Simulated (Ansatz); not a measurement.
# SiO2: a point defect seen from the nuclei (O vacancy), part 3 of 3

How do the nuclei near a point defect see it? The defect is O vacancy in SiO2 (cell charge +2), first unrelaxed. The cell is a supercell built from a computed entry of the Materials Project. Planned: a single point, then a relaxation, then a check of ecutrho_ratio.

Ansatz 0.2.0; DFT, PBE, plane-wave PAW, default files, scalar-relativistic, as far as a step names no other. Earlier steps stand in the parts before.

### 4 A check on settings: basis.ecutrho_ratio = 8

File input.yaml:

```yaml
crystal:
  lattice:
    - [0.0, 0.0, 7.3113424844]
    - [4.9545809254, -4.9545809254, 0.0]
    - [4.9545809254, 4.9545809254, -7.3113424844]
  atoms:
    - { symbol: Si, position: [0.0, 0.0, 0.0] }
    - { symbol: Si, position: [0.0, 0.0, 0.5] }
    - { symbol: Si, position: [0.5, 0.5, 0.0] }
    - { symbol: Si, position: [0.5, 0.5, 0.5] }
    - { symbol: Si, position: [0.5, 0.75, 0.25] }
    - { symbol: Si, position: [0.5, 0.75, 0.75] }
    - { symbol: Si, position: [0.0, 0.25, 0.25] }
    - { symbol: Si, position: [0.0, 0.25, 0.75] }
    - { symbol: O, position: [0.298393065, 0.923393065, 0.673393065] }
    - { symbol: O, position: [0.798393065, 0.423393065, 0.173393065] }
    - { symbol: O, position: [0.798393065, 0.423393065, 0.673393065] }
    - { symbol: O, position: [0.798393065, 0.826606935, 0.423393065] }
    - { symbol: O, position: [0.798393065, 0.826606935, 0.923393065] }
    - { symbol: O, position: [0.298393065, 0.326606935, 0.423393065] }
    - { symbol: O, position: [0.298393065, 0.326606935, 0.923393065] }
    - { symbol: O, position: [0.451606935, 0.673393065, 0.076606935] }
    - { symbol: O, position: [0.451606935, 0.673393065, 0.576606935] }
    - { symbol: O, position: [0.951606935, 0.173393065, 0.076606935] }
    - { symbol: O, position: [0.951606935, 0.173393065, 0.576606935] }
    - { symbol: O, position: [0.451606935, 0.576606935, 0.326606935] }
    - { symbol: O, position: [0.451606935, 0.576606935, 0.826606935] }
    - { symbol: O, position: [0.951606935, 0.076606935, 0.326606935] }
    - { symbol: O, position: [0.951606935, 0.076606935, 0.826606935] }
total_charge: 2
kpoints:
  mp_grid: { grid: [4, 4, 4] }
scf:
  occupations: { method: fermi_dirac, width: 0.01 }
hamiltonian:
  xc: pbe
  pseudopotentials: { kind: paw }
output:
  forces: true
  stress: true
  populations: true
  efg: { quadrupole_moments_barn: { O: -0.02558 }, contact_densities: true }
basis:
  ecutrho_ratio: 8
```

Run with:

```
ansatz run input.yaml --threads 1 --pin off --max-ram 3072MiB --backend cpu --events-out ev --progress --plain --runs-dir out
```

The log of the run:

```text
Warning: RAYON_NUM_THREADS=1 ignored (pool sized by the plan → 1); use --threads N
Engine: ansatz 0.2.0, aarch64-unknown-linux-gnu
Pseudopotentials: kind: paw
Pseudopotential: Si, paw, valence charge 4, recommended cutoff 420 eV (normal), Si.paw.azcp
Pseudopotential: O, paw, valence charge 6, recommended cutoff 420 eV (normal), O.paw.azcp
Functional definition: PBE
  parameter kappa = 0.804
  parameter beta = 0.06672455060314922
  exchange = pbe_x(kappa = kappa, mu = beta*pi^2/3)
  correlation = pbe_c(beta = beta)
Crystal: 23 atoms, lattice volume = 358.956 Å³
Basis set: ecut = 420 eV, 7029 PW (Γ), exchange–correlation on 144×144×192 points (8 copies of the dense FFT grid, shifted against one another)
Bands: 83, of which v1, the nominal top of the filled ones, is band 60 counted from 1 (59 counted from 0)
Symmetry: 2 space group operations
Space group: C2 (ITA 5), of the structure as read, at distance tolerance 7.1e-5 Å
k-points: 24 of 64 (time reversal used)
Non-local potential: Si, projectors of the file, l = 0: 2, l = 1: 2, l = 2: 2
Non-local potential: O, projectors of the file, l = 0: 2, l = 1: 2, l = 2: 1
PAW form: soft (Blöchl's): semilocal exchange-correlation on the pseudo side does not see the compensation charge
PAW one-centre angular grid: Si, 110 points (default); XC on 64 Gauss nodes
PAW one-centre angular grid: O, 110 points (default); XC on 64 Gauss nodes
Initial density: superposition of atomic densities (neutral atoms scaled as one to the charged cell's electrons: chi_scale 0, normalization atom), corrected by the library's trained network
Initial wavefunctions: pseudopotential atomic-orbital guess
Functional: x = pbe(κ = 0.804, μ = 0.2195149727645171), c = pbe(β = 0.06672455060314922)
SCF iter   1: F=—  HF=-13628.865200 eV  |F-HF|=—  |Δ(HF+E_count)|=         —  Δρ=4.46e-2  dr2=1.41e1  ethr=1.77e-3  ⟨swp⟩=7.8  Hψ=10499  notcnv=0  defer=119
preconditioner: auto → Resta (q_TF=auto, 2.273 Å⁻¹)  ε∞=2.7  [insulator: Δε(μ)=2.947 eV  Ē_g=16.633 eV  σ=0.010 eV  W_gap=1.00  n_scr=80 (ndim 8)  ℏωp=21.5 eV  f_vac=0.246  D(μ)=0.00/eV (n_scr^D=0)  ε∞_Penn≈2.7]
SCF iter   2: F=—  HF=-13624.773657 eV  |F-HF|=—  |Δ(HF+E_count)|=    4.09e0  Δρ=1.67e-2  dr2=1.32e0  ethr=1.77e-3  ⟨swp⟩=4.0  Hψ=3970  notcnv=0  defer=442
SCF iter   3: F=—  HF=-13624.463101 eV  |F-HF|=—  |Δ(HF+E_count)|=   3.11e-1  Δρ=1.09e-2  dr2=6.53e-1  ethr=1.10e-3  ⟨swp⟩=3.5  Hψ=3520  notcnv=0  defer=438
SCF iter   4: F=—  HF=-13624.520240 eV  |F-HF|=—  |Δ(HF+E_count)|=   5.71e-2  Δρ=9.26e-3  dr2=6.26e-1  ethr=5.44e-4  ⟨swp⟩=3.0  Hψ=2628  notcnv=0  defer=438
SCF iter   5: F=—  HF=-13624.434431 eV  |F-HF|=—  |Δ(HF+E_count)|=   8.58e-2  Δρ=4.43e-3  dr2=1.67e-1  ethr=5.22e-4  ⟨swp⟩=2.3  Hψ=2434  notcnv=0  defer=426
SCF iter   6: F=—  HF=-13624.419212 eV  |F-HF|=—  |Δ(HF+E_count)|=   1.52e-2  Δρ=2.46e-3  dr2=4.64e-2  ethr=1.39e-4  ⟨swp⟩=3.0  Hψ=1789  notcnv=0  defer=426
SCF iter   7: F=—  HF=-13624.417070 eV  |F-HF|=—  |Δ(HF+E_count)|=   2.14e-3  Δρ=4.35e-4  dr2=9.72e-4  ethr=3.87e-5  ⟨swp⟩=2.0  Hψ=1678  notcnv=0  defer=426
SCF iter   8: F=—  HF=-13624.417232 eV  |F-HF|=—  |Δ(HF+E_count)|=   1.62e-4  Δρ=2.92e-4  dr2=6.85e-4  ethr=8.10e-7  ⟨swp⟩=2.0  Hψ=2754  notcnv=0  defer=426
SCF iter   9: F=—  HF=-13624.417243 eV  |F-HF|=—  |Δ(HF+E_count)|=   1.12e-5  Δρ=1.34e-4  dr2=8.37e-5  ethr=5.71e-7  ⟨swp⟩=2.0  Hψ=1614  notcnv=0  defer=426
SCF iter  10: F=—  HF=-13624.417262 eV  |F-HF|=—  |Δ(HF+E_count)|=   1.85e-5  Δρ=8.99e-5  dr2=3.68e-5  ethr=6.97e-8  ⟨swp⟩=2.4  Hψ=2858  notcnv=0  defer=426
SCF iter  11: F=—  HF=-13624.417265 eV  |F-HF|=—  |Δ(HF+E_count)|=   3.38e-6  Δρ=2.49e-5  dr2=3.11e-6  ethr=3.06e-8  ⟨swp⟩=2.6  Hψ=2612  notcnv=0  defer=426
SCF iter  12: F=—  HF=-13624.417266 eV  |F-HF|=—  |Δ(HF+E_count)|=   7.75e-7  Δρ=1.01e-5  dr2=6.65e-7  ethr=2.59e-9  ⟨swp⟩=2.1  Hψ=2561  notcnv=0  defer=426
SCF iter  13: F=-13624.417266 eV  HF=-13624.417266 eV  |F-HF|=3.69e-10  |Δ(HF+E_count)|=   2.93e-8  Δρ=2.79e-6  dr2=3.04e-8  ethr=8.33e-11  ⟨swp⟩=16.4  Hψ=14388  notcnv=0
SCF 1 converged in 13 iterations: F = -13624.417266 eV  dr2 = 3.04e-8
SCF converged after 13 iterations
Free energy (F): -13624.417266 eV
Harris-Foulkes:  -13624.417266 eV  (|F-HF|=3.69e-10)
Internal energy: -13624.416598 eV  (E = F + TS)
E sigma→0 (E₀):  -13624.416932 eV
Entropy (-TS):   -0.000668 eV (-0.029 meV/atom)
Fermi energy:    0.642825 eV
--- Per-component energies (eV) ---
  E_band       = -755.266098
  E_kinetic    = 3007.088331
  E_local      = -9052.448852  (includes V_loc(G=0)·N_el)
  E_nonlocal   = 910.656276
  E_hartree    = 3362.499326
  E_xc         = -1538.038088
  E_vxc        = -1773.286418  (∫ρ·V_xc dr)
  E_paw        = -6487.625323  (= ΣΔE_a)
  E_vpaw       = -572.275160  (= ΣTr[D̂ρ^β])
  E_aug_tail   = 0.002188  (compensation charges beyond the density's cutoff)
  E_ewald      = -3826.550455
  E_smearing   = -0.000668  (= −TS)
  E_closure    = 0.000000  (closes the sum)
  E_deformation_potential = 19.494834  (in the stress; not in F)
  Σ components = -13624.417266   (vs F -13624.417266, Δ=0.00e0)
--- Forces (eV/Å), atoms counted from 1 ---
  atom   1  Si    -1.37739566    -2.34945039    -1.97089146
  atom   2  Si     1.36233324    -0.71012984     0.96289001
  atom   3  Si    -1.19247259     0.03499927     0.46370984
  atom   4  Si     0.51916882     1.01997127    -1.30767695
  atom   5  Si    -1.37739566     2.34945039     1.97089146
  atom   6  Si    -1.19247259    -0.03499927    -0.46370984
  atom   7  Si     1.36233324     0.71012984    -0.96289001
  atom   8  Si     0.51916882    -1.01997127     1.30767695
  atom   9  O      0.18136110     0.13590587    -0.08828460
  atom  10  O      0.18136110    -0.13590587     0.08828460
  atom  11  O      0.10229602     0.00000000     0.00000000
  atom  12  O     -0.70851973    -0.47316353    -1.46712918
  atom  13  O      1.66394351     0.93186974     1.38077596
  atom  14  O     -0.20455960     0.08887967     0.26441094
  atom  15  O      0.02477282     0.33341353    -0.21385144
  atom  16  O      1.66394351    -0.93186974    -1.38077596
  atom  17  O      0.02477282    -0.33341353     0.21385144
  atom  18  O     -0.70851973     0.47316353     1.46712918
  atom  19  O     -0.20455960    -0.08887967    -0.26441094
  atom  20  O     -0.09071045    -1.88729955     0.28395513
  atom  21  O      0.00421387     0.00000000     0.00000000
  atom  22  O     -0.46236335     0.00000000     0.00000000
  atom  23  O     -0.09071045     1.88729955    -0.28395513
  max |Σ_I F_I| component: 1.06e-5 eV/Å
--- Stress (GPa, compression-positive) ---
        5.587622       0.000000       0.000000
        0.000000       4.084061      -1.510484
        0.000000      -1.510484       4.847067
  P = ⅓ Tr σ = 4.8396 GPa (48.396 kbar)
--- PAW observables at the nuclei: V_zz in 10²¹ V/m², potentials from the cell's mean, atoms counted from 1 ---
  atom   1  Si V_zz =    +5.962139   η = 0.0243   by run symmetry: allowed
            electrostatic potential = -1351.429493 V   contact ρ = 12804.220878 e/Å³
  atom   2  Si V_zz =    +0.645101   η = 0.4484   by run symmetry: allowed
            electrostatic potential = -1353.113988 V   contact ρ = 12800.965576 e/Å³
  atom   3  Si V_zz =    +0.909125   η = 0.2203   by run symmetry: allowed
            electrostatic potential = -1353.119965 V   contact ρ = 12800.938583 e/Å³
  atom   4  Si V_zz =    +0.693690   η = 0.2258   by run symmetry: allowed
            electrostatic potential = -1353.137011 V   contact ρ = 12801.031385 e/Å³
  atom   5  Si V_zz =    +5.962139   η = 0.0243   by run symmetry: allowed
            electrostatic potential = -1351.429493 V   contact ρ = 12804.220878 e/Å³
  atom   6  Si V_zz =    +0.909125   η = 0.2203   by run symmetry: allowed
            electrostatic potential = -1353.119965 V   contact ρ = 12800.938583 e/Å³
  atom   7  Si V_zz =    +0.645101   η = 0.4484   by run symmetry: allowed
            electrostatic potential = -1353.113988 V   contact ρ = 12800.965576 e/Å³
  atom   8  Si V_zz =    +0.693690   η = 0.2258   by run symmetry: allowed
            electrostatic potential = -1353.137011 V   contact ρ = 12801.031385 e/Å³
  atom   9  O  V_zz =    +8.533774   η = 0.3569   by run symmetry: allowed   C_q = -5.2783 MHz
            electrostatic potential = -617.306952 V   contact ρ = 2153.958979 e/Å³
  atom  10  O  V_zz =    +8.533774   η = 0.3569   by run symmetry: allowed   C_q = -5.2783 MHz
            electrostatic potential = -617.306952 V   contact ρ = 2153.958979 e/Å³
  atom  11  O  V_zz =    +8.296108   η = 0.0967   by run symmetry: allowed   C_q = -5.1313 MHz
            electrostatic potential = -617.305012 V   contact ρ = 2154.044347 e/Å³
  atom  12  O  V_zz =   +10.042877   η = 0.7906   by run symmetry: allowed   C_q = -6.2117 MHz
            electrostatic potential = -616.237658 V   contact ρ = 2155.155233 e/Å³
  atom  13  O  V_zz =   +11.508237   η = 0.2348   by run symmetry: allowed   C_q = -7.1181 MHz
            electrostatic potential = -616.581418 V   contact ρ = 2153.965843 e/Å³
  atom  14  O  V_zz =    +8.852419   η = 0.1019   by run symmetry: allowed   C_q = -5.4754 MHz
            electrostatic potential = -617.528938 V   contact ρ = 2153.757879 e/Å³
  atom  15  O  V_zz =    +9.023865   η = 0.1511   by run symmetry: allowed   C_q = -5.5815 MHz
            electrostatic potential = -617.535876 V   contact ρ = 2153.614800 e/Å³
  atom  16  O  V_zz =   +11.508237   η = 0.2348   by run symmetry: allowed   C_q = -7.1181 MHz
            electrostatic potential = -616.581418 V   contact ρ = 2153.965843 e/Å³
  atom  17  O  V_zz =    +9.023865   η = 0.1511   by run symmetry: allowed   C_q = -5.5815 MHz
            electrostatic potential = -617.535876 V   contact ρ = 2153.614800 e/Å³
  atom  18  O  V_zz =   +10.042877   η = 0.7906   by run symmetry: allowed   C_q = -6.2117 MHz
            electrostatic potential = -616.237658 V   contact ρ = 2155.155233 e/Å³
  atom  19  O  V_zz =    +8.852419   η = 0.1019   by run symmetry: allowed   C_q = -5.4754 MHz
            electrostatic potential = -617.528938 V   contact ρ = 2153.757879 e/Å³
  atom  20  O  V_zz =   +10.264844   η = 0.4922   by run symmetry: allowed   C_q = -6.3490 MHz
            electrostatic potential = -616.327170 V   contact ρ = 2154.898198 e/Å³
  atom  21  O  V_zz =    +8.651322   η = 0.2477   by run symmetry: allowed   C_q = -5.3510 MHz
            electrostatic potential = -617.518380 V   contact ρ = 2153.935544 e/Å³
  atom  22  O  V_zz =    +9.168465   η = 0.0002   by run symmetry: allowed   C_q = -5.6709 MHz
            electrostatic potential = -617.525849 V   contact ρ = 2153.542195 e/Å³
  atom  23  O  V_zz =   +10.264844   η = 0.4922   by run symmetry: allowed   C_q = -6.3490 MHz
            electrostatic potential = -616.327170 V   contact ρ = 2154.898198 e/Å³
--- Band table (eV; the first three rows and the last of 24) ---
  k-point 0: bands = ["-18.8133", "-18.4623", "-17.9804", "-17.9801", "-17.8465", "-17.8302", "-17.5617", "-16.9335", "-16.9146", "-16.8259", "-16.8211", "-16.3904", "-16.3329", "-16.3212", "-16.2947", "-8.6633", "-7.6842", "-6.7652", "-6.7258", "-6.6310", "-6.5935", "-6.2335", "-5.0989", "-4.9865", "-4.6854", "-4.6431", "-4.5698", "-4.2592", "-4.2425", "-4.0578", "-3.2149", "-2.6873", "-2.3663", "-2.3505", "-2.1811", "-1.9869", "-1.9650", "-1.8035", "-1.7354", "-1.6021", "-1.5783", "-1.4800", "-1.4230", "-1.3698", "-1.1824", "-1.0529", "-1.0309", "-0.9694", "-0.6989", "-0.6338", "-0.5761", "-0.4181", "-0.0921", "0.0436", "0.0739", "0.2113", "0.2521", "0.2567", "0.5426", "0.6402", "0.6441", "4.7896", "7.0854", "7.4998", "7.5587", "9.3736", "9.7275", "9.7519", "9.8810", "10.3377", "10.5319", "10.5591", "10.6947", "10.7757", "11.0635", "11.1224", "11.1872", "11.2948", "11.4086", "11.5529", "11.8167", "11.9181", "12.0801"]
  k-point 1: bands = ["-18.7668", "-18.5129", "-18.0618", "-17.9811", "-17.8851", "-17.7912", "-17.4135", "-17.0075", "-16.9288", "-16.8206", "-16.7481", "-16.4303", "-16.3486", "-16.3257", "-16.2914", "-8.5370", "-7.8092", "-7.0912", "-6.6887", "-6.6032", "-6.4847", "-5.9409", "-5.1812", "-4.9640", "-4.7218", "-4.6572", "-4.5398", "-4.3126", "-4.2421", "-4.1082", "-3.2134", "-2.6705", "-2.4421", "-2.3375", "-2.1666", "-2.0424", "-1.9451", "-1.8056", "-1.6538", "-1.6105", "-1.5706", "-1.4414", "-1.3996", "-1.2926", "-1.1741", "-1.1157", "-1.0603", "-0.8990", "-0.7916", "-0.6642", "-0.4744", "-0.4121", "-0.0979", "0.0006", "0.0681", "0.1523", "0.2267", "0.3302", "0.5247", "0.5948", "0.7036", "4.7479", "7.1391", "7.5118", "7.7984", "9.3373", "9.5712", "9.9116", "10.0524", "10.1549", "10.3610", "10.4806", "10.5972", "10.7765", "10.8446", "10.9620", "11.0608", "11.1558", "11.4637", "11.5721", "11.7100", "11.9081", "12.1088"]
  k-point 2: bands = ["-18.6544", "-18.6342", "-18.1160", "-17.9820", "-17.8887", "-17.7852", "-17.2235", "-17.1371", "-16.9321", "-16.8167", "-16.6707", "-16.5040", "-16.3551", "-16.3295", "-16.2888", "-8.2815", "-8.0899", "-7.2113", "-6.6770", "-6.5959", "-6.4661", "-5.5076", "-5.4659", "-4.8648", "-4.8307", "-4.6557", "-4.4788", "-4.3976", "-4.2226", "-4.1767", "-3.2105", "-2.6610", "-2.4813", "-2.3499", "-2.1458", "-2.0777", "-1.9376", "-1.7426", "-1.6974", "-1.5849", "-1.5110", "-1.4802", "-1.3706", "-1.2884", "-1.1747", "-1.0936", "-1.0237", "-0.9242", "-0.7642", "-0.6200", "-0.5248", "-0.3745", "-0.1394", "-0.0096", "0.0065", "0.1365", "0.2288", "0.4035", "0.4926", "0.5234", "0.7699", "4.7082", "7.1729", "7.5274", "8.3468", "8.6711", "9.7971", "10.0983", "10.2260", "10.2900", "10.3213", "10.3686", "10.4385", "10.5091", "10.5405", "10.7329", "10.8446", "11.1938", "11.5228", "11.5953", "11.6879", "11.9048", "11.9931"]
  k-point 23: bands = ["-18.6310", "-18.5514", "-18.2450", "-18.2097", "-17.7103", "-17.6573", "-17.2310", "-17.0524", "-17.0040", "-16.9814", "-16.5200", "-16.4976", "-16.3893", "-16.3620", "-16.2753", "-8.1865", "-7.7290", "-7.6157", "-7.5882", "-5.8261", "-5.8142", "-5.7981", "-5.1234", "-4.9871", "-4.9696", "-4.6554", "-4.5419", "-4.5194", "-4.3513", "-4.3151", "-3.2730", "-2.7197", "-2.4025", "-2.3979", "-2.0659", "-2.0046", "-1.9077", "-1.8250", "-1.6563", "-1.5936", "-1.4954", "-1.4463", "-1.3474", "-1.2239", "-1.1425", "-1.1403", "-1.0798", "-0.9404", "-0.6400", "-0.5803", "-0.4762", "-0.3285", "-0.2312", "-0.1490", "0.0391", "0.1291", "0.2940", "0.3429", "0.4268", "0.5658", "0.6959", "4.7535", "7.4446", "7.4949", "8.9892", "9.0039", "9.1759", "9.5330", "9.9595", "10.0471", "10.1951", "10.2126", "10.3203", "10.4717", "10.6528", "10.7011", "11.0109", "11.1047", "11.3209", "11.4682", "11.4898", "11.7812", "12.0650"]
--- Löwdin populations: 23 sites ---
  site symbol       q [e]
     0     Si      2.3331
     1     Si      2.1383
     2     Si      2.1357
     3     Si      2.1387
     4     Si      2.3331
     5     Si      2.1357
     6     Si      2.1383
     7     Si      2.1387
     8      O      6.7325
     9      O      6.7325
    10      O      6.7327
    11      O      6.6726
    12      O      6.7139
    13      O      6.7557
    14      O      6.7593
    15      O      6.7139
    16      O      6.7593
    17      O      6.6726
    18      O      6.7557
    19      O      6.6820
    20      O      6.7394
    21      O      6.7617
    22      O      6.6820
  spilling = 0.013687 (of n_electrons = 120.000000)
```

Run time: 1.8 min. Hardware: 1 thread of Arm Neoverse V2, shared host; peak memory 1.1 GiB.

The run ends with no gap over 0.1 eV on the mesh, largest force 3.362 eV/Å, pressure 4.8 GPa.

What changed since step 2 (V_zz in 10²¹ V/m²):

```csv
site,atoms,"V_zz, PBE","V_zz, ecutrho_ratio 8","η, PBE","η, ecutrho_ratio 8"
Si1,"1, 5",5.96,5.96,0.02,0.02
O12,"12, 18",10.04,10.04,0.79,0.79
O13,"13, 16",11.50,11.51,0.23,0.23
O20,"20, 23",10.26,10.26,0.49,0.49
Si2,"2, 7",0.64,0.65,0.45,0.45
O14,"14, 19",8.85,8.85,0.10,0.10
O15,"15, 17",9.02,9.02,0.15,0.15
Si4,"4, 8",0.69,0.69,0.23,0.23
O22,22,9.17,9.17,0.00,0.00
Si3,"3, 6",0.91,0.91,0.22,0.22
O11,11,8.29,8.30,0.10,0.10
O21,21,8.65,8.65,0.25,0.25
O9,"9, 10",8.53,8.53,0.36,0.36
```

The sizes of the gradients above 0.15 moved by less than 0.1 % at any site. The free energy stayed within 0.1 meV/atom.

### 5 Simulated spectra, from step 3

¹⁷O (I = 5/2, Q = -25.58 mb) at 16.4 T, Larmor frequency 94.7 MHz. Second-order quadrupolar shifts of the central transition; chemical shifts are not computed, so all sites share one zero.

| site | count | C_Q (MHz) | η | ν_Q (MHz) | δ_QIS (ppm) |
| --- | --- | --- | --- | --- | --- |
| O12 | 2 | -5.87 | 0.33 | 0.880 | -23.9 |
| O13 | 2 | -5.44 | 0.76 | 0.817 | -23.6 |
| O20 | 2 | -5.56 | 0.24 | 0.834 | -21.1 |
| O15 | 2 | -5.54 | 0.31 | 0.831 | -21.2 |
| O14 | 2 | -5.61 | 0.31 | 0.842 | -21.8 |
| O22 | 1 | -5.58 | 0.40 | 0.837 | -21.9 |

¹⁷O central transition, under fast magic-angle spinning:

kHz, intensity and a bar:
```
     -5.7          0 
     -5.3          3 #
     -4.8         10 ###
     -4.3         14 ####
     -3.9         22 ######
     -3.4         46 ##############
     -3.0         86 ##########################
     -2.5         94 ############################
     -2.1         83 #########################
     -1.6         86 ##########################
     -1.2        100 ##############################
     -0.7         72 #####################
     -0.3         26 ########
      0.2          1
```

### 6 Results

What follows sums up all 3 parts.

```
                                                          quantity                                                                                                                       value
                                                    state (step 3)                                                         gap on the mesh 4.38 eV, largest force 0.009 eV/Å, pressure 3.0 GPa
                                  V_zz by site, step 3 (10²¹ V/m²)                                          Si1 12.18, O12 9.48, O13 8.80, O20 8.99, Si2 2.33, O15 8.96, O14 9.08, O22 9.02, …
                                       largest C_Q in size, step 3                                                                                                        5.87 MHz, ¹⁷O at O12
                              step 3 (ions relaxed) against step 2  9 % in the median, over a factor of two at the site that moves most (small gradients counted from 0.15; Si2, 0.64 to 2.33)
step 4 (basis.ecutrho_ratio = 8) against step 2, before relaxation                                                                                                 less than 0.1 % at any site
```

In words: Site Si1 (3 O at 1.56–1.57 Å) carries the largest gradient. The runs allow no spin. The relaxation kept the symmetry C2, so a distorted place of lower energy may have been missed. Moves of at most 0.56 Å on relaxation changed gradients by over a factor of two at the worst site (9 % in the median) (gradients over 0.15 counted), so at some sites the starting positions were a poor guide. At 16.4 T the ¹⁷O line of the largest coupling listed spans about 5.2 kHz under magic-angle spinning and 15 kHz static, from the quadrupolar part alone (no shift anisotropy). The defect repeats with the cell of 23 atoms, so it feels its images: sites between two images don't show the values beside a lone defect, and zeros or small values of η there can come from the images' arrangement. O and Si carry a gradient in the pure host already, so the values there aren't the defect's effect alone. A uniform background compensates the cell's charge.

These are semilocal Kohn-Sham gaps, which aren't the measured quantity. Such gaps usually fall short of the measured ones.
